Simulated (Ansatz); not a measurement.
# Mn: from a trial structure to a relaxed crystal

Method: DFT PBE, scalar-relativistic, plane waves, PAW (Ansatz 0.2.0). Cutoff 420 eV, Γ-centred k mesh, Gaussian smearing, no spin polarisation in the final step.

Mn was placed on the sites of a reported F cell (C2/m, No. 12), at a guessed volume.

```
Mn
1.0
     2.69616   -1.60789    0.00000
     2.69616    1.60789    0.00000
    -1.50594    0.00000    6.98063
Mn
4
Direct
  0.05040 0.05040 0.09960
  0.94960 0.94960 0.90040
  0.50500 0.50500 0.60000
  0.49500 0.49500 0.40000
```

Cell and atoms relax at zero pressure; the relaxation can't lower the symmetry of the start. After a coarse first stage the cell is made exact in the group found at 0.06 Å.

Energies count from the standard state of Mn at the same level.

Task: Which crystal results?

Result: It ends in R-3m (No. 166). Conventional cell: a = 2.481 Å, c = 24.126 Å. Around Mn on Wyckoff site c (2 atoms of the primitive cell) lie 12 Mn at 2.45–2.48 Å; Mn on Wyckoff site c (2 atoms of the primitive cell) is coordinated by 12 Mn at 2.46–2.48 Å.

```xyz
4
Lattice="1.2407 0.7163 8.0420 -1.2407 0.7163 8.0420 0.0000 -1.4327 8.0420" Properties=species:S:1:pos:R:3 pbc="T T T"
Mn    0.0000    0.0000   21.0963
Mn    0.0000    0.0000    3.0295
Mn    0.0000    0.0000   17.0832
Mn    0.0000    0.0000    7.0427
```

Task: What are its volume, energy, density and gap?

Result: The volume per atom is 10.72 Å³ and the density is 8.51 g/cm³. The energy over the standard structure is 0.09 eV/atom. The gap on the 21×21×21 mesh is 0 eV (a metal).

The final run used a 21×21×21 mesh on its 4-atom cell and 0.10 eV smearing. The k mesh leaves about 4 meV/atom of noise in metals. A structure relaxed within its symmetry needn't be a true minimum.